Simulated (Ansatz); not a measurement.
The system is NiO.

```xyz
2
Lattice="2.5046 0.0000 0.0000 0.0000 2.5046 0.0000 0.0000 0.0000 2.5046" Properties=species:S:1:pos:R:3 pbc="T T T"
Ni    0.0000    0.0000    0.0000
O     1.2523    1.2523    1.2523
```

Measurements of this composition are mostly on another form, of space group No. 225.

- Program: Ansatz 0.2.0
- Task: relaxation of cell and atoms
- Functional: PBE
- Potentials or basis: Ansatz PAW
- Cutoff: 420 eV (not typed: the program's choice for these potentials)
- k mesh: 11 × 11 × 11
- Occupations: fermi-dirac, width 0.05 eV
- Spin: collinear spin, ferromagnetic start
- Starting moments: [1.0, 0.0] μB

At the start: volume 7.86 Å³/atom.

Q: Where does the relaxation end?

A: It ends after 8 steps and the volume is 8.91 Å³/atom (+13.4 %); space group Pm-3m (No. 221, to 0.05 Å); moment 1.97 μB per cell.

Step by step:
```
step  energy change (eV)  largest force (eV/Å)  volume (Å³)
   1              0.0000                0.0000        15.71
   2             -0.0886                0.0000        16.41
   3             -0.1465                0.0000        17.78
   4             -0.1472                0.0000        17.69
   5             -0.1643                0.0000        17.69
   6             -0.1643                0.0000        17.81
   7             -0.1642                0.0000        17.82
   8             -0.1648                0.0000        17.82
```

Final structure:
```cif
data_structure
_symmetry_space_group_name_H-M 'P 1'
_symmetry_Int_Tables_number 1
_cell_length_a 2.6122
_cell_length_b 2.6122
_cell_length_c 2.6122
_cell_angle_alpha 90.000
_cell_angle_beta 90.000
_cell_angle_gamma 90.000
_cell_volume 17.82
loop_
_atom_site_label
_atom_site_type_symbol
_atom_site_fract_x
_atom_site_fract_y
_atom_site_fract_z
_atom_site_occupancy
Ni1 Ni 0.00000 0.00000 0.00000 1
O1 O 0.50000 0.50000 0.50000 1
```

Caveat: the plane-wave basis is chosen anew once the cell has moved, so the energies of steps on either side of that aren't comparable; the pressure holds a Pulay correction of +0.8 GPa for the finite cutoff; a cell with one magnetic atom can't hold antiferromagnetic order, which such compounds often take.
